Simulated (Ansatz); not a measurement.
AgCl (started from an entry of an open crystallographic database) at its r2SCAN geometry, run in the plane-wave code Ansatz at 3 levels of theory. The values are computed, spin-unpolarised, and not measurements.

The HSE06 input:
```yaml
crystal:
  lattice:
    - [0.0, 2.7731725676, 2.7731725676]
    - [2.7731725676, 0.0, 2.7731725676]
    - [2.7731725676, 2.7731725676, 0.0]
  atoms:
    - { symbol: Ag, position: [0.0, 0.0, 0.0] }
    - { symbol: Cl, position: [0.5, 0.5, 0.5] }
kpoints:
  mp_grid: { grid: [6, 6, 6] }
  band_path:
    path:
      - [0.0, 0.0, 0.0]
      - [0.5, 0.0, 0.5]
      - [0.625, 0.25, 0.625]
      - [0.375, 0.375, 0.75]
      - [0.5, 0.5, 0.5]
      - [0.5, 0.25, 0.75]
      - [0.0375, 0.0375, 0.075]
    npoints: 1
hamiltonian:
  xc: hse06
scf:
  occupations: { method: fixed }
  n_extra_bands: 4
output:
  forces: true
  stress: true
  eigenvalues: true
  write_density: true
  write_potential: true
  elf: true
  volumetric_format: npy
```

Main results, then, where recorded, the levels near the gap in eV from the Fermi energy (columns number the bands from 0), one row a point of the path (Γ, X, U, K, L, W, K–Γ (0.90)):
```
Crystal: 2 atoms, lattice volume = 42.654 Å³
Symmetry: 48 space group operations
Space group: Fm-3m (ITA 225)
```
```
Basis set: ecut = 420 eV, 869 PW (Γ)
k-points: 16 of 216
SCF 1 stopped early in 3 iterations: F = -8670.889642 eV  dr2 = 3.00e-6
Exchange kernel: α = 0.2500, screened, ω = 0.2079 Å⁻¹, Wigner–Seitz truncation, v(0) = 1046.5361 eV·Å³, q-mesh 6×6×6
SCF 2 stopped early in 6 iterations: F = -8675.058641 eV  dr2 = 1.70e-6
hybrid outer 1: dexx = +9.060e-3 eV, tail = 1.75e-5 eV
SCF 3 converged in 3 iterations: F = -8675.058679 eV  dr2 = 1.00e-8
hybrid outer 2: dexx = +1.926e-7 eV, tail = 3.46e-8 eV, Δε = 1.65e-3 eV
Free energy (F): -8675.058679 eV
Fermi energy:    7.070747 eV
--- Stress (GPa, compression-positive) ---
        1.388951       0.000000       0.000000
        0.000000       1.388951       0.000000
        0.000000       0.000000       1.388951
  P = ⅓ Tr σ = 1.3890 GPa (13.890 kbar)
```
```tsv
band_8	band_9	band_10	band_11	band_12	band_13	band_14	band_15
-2.860	-2.860	-2.225	-2.225	-2.225	2.411	12.347	12.347
-3.019	-2.674	-2.377	-2.377	-2.307	4.023	9.371	10.345
-2.699	-2.437	-2.195	-1.931	-1.164	5.276	8.763	9.744
-2.699	-2.437	-2.195	-1.931	-1.164	5.276	8.763	9.744
-2.499	-2.499	-2.060	0.000	0.000	5.640	8.477	9.250
-2.400	-2.377	-2.301	-2.301	-1.270	5.878	9.423	9.423
-2.853	-2.844	-2.184	-2.178	-1.947	2.597	11.909	12.212
```

With HSE06 the valence top lies at L and the conduction bottom at Γ, 2.41 eV higher; the smallest vertical gap, at K–Γ (0.90 of the way from K), is 4.54 eV.

DDH-PBE0. Against the first input these blocks differ (the band path and keys that only write files left aside):
```yaml
crystal:
  # lattice and atoms as above
  host: atoms
hamiltonian:
  xc:
    exchange: pbe
    correlation: pbe
    exx: { coeff: inverse_dielectric }
```

```
ε∞ on k-mesh 4×4×4 of a primitive cell: xx 5.0971, yy 5.0971, zz 5.0971; 3/Tr ε∞, of that cell with its empty space = 0.19618880981594647
Basis set: ecut = 420 eV, 869 PW (Γ)
k-points: 16 of 216
SCF 1 stopped early in 3 iterations: F = -8670.889870 eV  dr2 = 2.72e-6
SCF 2 stopped early in 6 iterations: F = -8673.839856 eV  dr2 = 1.80e-6
hybrid outer 1: dexx = +7.013e-3 eV, tail = 8.42e-6 eV
SCF 3 converged in 3 iterations: F = -8673.839908 eV  dr2 = 9.00e-9
hybrid outer 2: dexx = +1.025e-7 eV, tail = 2.33e-8 eV, Δε = 1.27e-3 eV
Free energy (F): -8673.839908 eV
Fermi energy:    6.995059 eV
--- Stress (GPa, compression-positive) ---
        1.337166       0.000000       0.000000
        0.000000       1.337166       0.000000
        0.000000       0.000000       1.337166
  P = ⅓ Tr σ = 1.3372 GPa (13.372 kbar)
```
```tsv
band_8	band_9	band_10	band_11	band_12	band_13	band_14	band_15
-2.788	-2.788	-2.250	-2.250	-2.250	2.620	12.588	12.588
-3.043	-2.600	-2.309	-2.309	-2.237	4.235	9.644	10.558
-2.640	-2.369	-2.141	-1.896	-1.152	5.492	9.011	9.972
-2.640	-2.369	-2.141	-1.896	-1.152	5.492	9.011	9.972
-2.430	-2.430	-2.017	0.000	0.000	5.883	8.662	9.477
-2.329	-2.309	-2.257	-2.257	-1.267	6.099	9.665	9.665
-2.790	-2.777	-2.195	-2.193	-1.952	2.810	12.152	12.449
```

The DDH-PBE0 gap is indirect, 2.62 eV (L to Γ), below the direct gap of 4.76 eV at K–Γ (0.90 of the way from K). The mean pressure is +1.3 GPa (compression positive), so DDH-PBE0 would enlarge the cell's volume. (The program warns that its thresholds are loose for a hybrid's stress.)

PBE0. Against the first input these blocks differ (the band path and keys that only write files left aside):
```yaml
hamiltonian:
  xc: pbe0
```

```
Basis set: ecut = 420 eV, 869 PW (Γ)
k-points: 16 of 216
SCF 1 stopped early in 3 iterations: F = -8670.889678 eV  dr2 = 2.98e-6
SCF 2 stopped early in 6 iterations: F = -8674.665928 eV  dr2 = 5.61e-6
hybrid outer 1: dexx = +1.391e-2 eV, tail = 2.26e-5 eV
SCF 3 converged in 3 iterations: F = -8674.666037 eV  dr2 = 7.24e-9
hybrid outer 2: dexx = +4.448e-7 eV, tail = 3.49e-8 eV, Δε = 2.05e-3 eV
Free energy (F): -8674.666037 eV
Fermi energy:    6.684273 eV
--- Stress (GPa, compression-positive) ---
        1.271077       0.000000       0.000000
        0.000000       1.271077       0.000000
        0.000000       0.000000       1.271077
  P = ⅓ Tr σ = 1.2711 GPa (12.711 kbar)
```
```tsv
band_8	band_9	band_10	band_11	band_12	band_13	band_14	band_15
-2.894	-2.894	-2.232	-2.232	-2.232	3.106	13.109	13.109
-3.039	-2.707	-2.406	-2.406	-2.339	4.759	10.108	11.088
-2.731	-2.466	-2.220	-1.958	-1.178	6.022	9.502	10.485
-2.731	-2.466	-2.220	-1.958	-1.178	6.022	9.502	10.485
-2.527	-2.527	-2.085	0.000	0.000	6.346	9.251	9.997
-2.431	-2.406	-2.326	-2.326	-1.288	6.635	10.162	10.162
-2.887	-2.877	-2.195	-2.186	-1.955	3.295	12.661	12.973
```

PBE0 gives an indirect gap of 3.11 eV, from L to Γ; the least direct gap is 5.25 eV at K–Γ (0.90 of the way from K). At this geometry PBE0 finds +1.3 GPa, compression counted positive: its own equilibrium volume is larger. The stress of a hybrid is loosely converged here.

Totals of different functionals can't be compared.

The runs are scalar-relativistic, without spin-orbit coupling.

The meshes of the hybrids are coarse, so their gaps aren't converged to the digits shown.
